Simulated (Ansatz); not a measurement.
Results of B3LYP (VWN-RPA form) (PAW; Ansatz, a program for electronic structure) for zinc-blende AlSb.

Numerical settings: plane-wave cutoff 520 eV, 8×8×8 k mesh, scalar-relativistic PAW data made under PBE.

Computed at the level's own relaxed cell.

Elastic tensor (GPa, Voigt notation, ions relaxed):

```
   82.2    34.2    34.2     0.0     0.0     0.0
   34.2    82.2    34.2     0.0     0.0     0.0
   34.2    34.2    82.2     0.0     0.0     0.0
    0.0     0.0     0.0    41.7     0.0     0.0
    0.0     0.0     0.0     0.0    41.7     0.0
    0.0     0.0     0.0     0.0     0.0    41.7
```

Q: Work out the Voigt, Reuss and Hill averages of the bulk and shear moduli, Young's modulus and Poisson's ratio from the printed constants.

A: K_V = [C11 + C22 + C33 + 2(C12 + C13 + C23)]/9 = [246.6 + 2 × 102.6]/9 = 50.2 GPa. G_V = [246.6 − 102.6 + 3 × 125.1]/15 = 34.6 GPa. From the compliances S = C⁻¹, K_R = 50.2 and G_R = 32.2 GPa. Hill means: K = 50.2, G = 33.4 GPa. E = 9KG/(3K + G) = 82 GPa, ν = (3K − 2G)/(6K + 2G) = 0.23, K/G = 1.50.

Measured, for comparison: elastic constant C11 87.7 GPa, elastic constant C12 43.4 GPa, elastic constant C44 40.8 GPa (temperature not stated, not corrected to a static lattice; as tabulated in Oses et al. (2018), arXiv:1811.08464). Computed (rounded) less measured: elastic constant C11 -6 %, elastic constant C12 -21 %, elastic constant C44 +2 %. A static lattice is as a rule a little smaller and stiffer than an uncorrected measurement, which can account for part of this.
